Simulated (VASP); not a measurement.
# BaS under changes of volume

One of the cells (33.228 Å³/atom); the others are scaled copies at fixed shape and fractional positions:

```
Ba S
1.0
     0.00000    3.21490    3.21490
     3.21490    0.00000    3.21490
     3.21490    3.21490    0.00000
Ba S
1 1
Direct
  0.00000 0.00000 0.00000
  0.50000 0.50000 0.50000
```

```yaml
Program: VASP 6.6.1
Functional: PBEsol
Potentials_or_basis: VASP PAW PBE potentials, release 64 (Ba_sv, S)
Cutoff: 520 eV
k_mesh: 7 × 7 × 7
Occupations: fermi-dirac, width 0.05 eV
Spin: no spin polarisation
```

```csv
volume (Å³/atom),energy over the lowest point (meV/atom),pressure (GPa),gap on the mesh (eV)
30.622,11.89,2.6,1.92
31.273,3.73,1.4,1.97
31.925,0.00,0.4,2.01
33.228,?,?,?
33.879,11.00,-2.1,2.11
34.531,20.81,-2.8,2.14
```

What does the run at 33.228 Å³/atom give?

Energy over the lowest point 4.04 meV/atom; pressure -1.4 GPa; gap on the mesh 2.08 eV.

Worked out: A Birch-Murnaghan fit of order 3 (a polynomial in V^(-2/3)) to the other rows has its minimum at 32.21 Å³/atom with B0 = V·E''(V) = 46 GPa and B' = 4.5. It gives 4.04 meV/atom at 33.228 Å³/atom, against the run's 4.04, and -dE/dV = -1.3 GPa, against -1.4. A straight line through the other rows of the gap, of slope 1.79 eV per unit of ln V, gives 2.07 eV, against the run's 2.08.

Energies are extrapolated to zero smearing.

Caveats: the PAW data sets were made with another functional, which shifts forces and pressure a little; spin-orbit coupling is left out, which moves the levels of the heavy elements; an odd mesh through Γ misses points on the zone boundary, where band edges often lie.
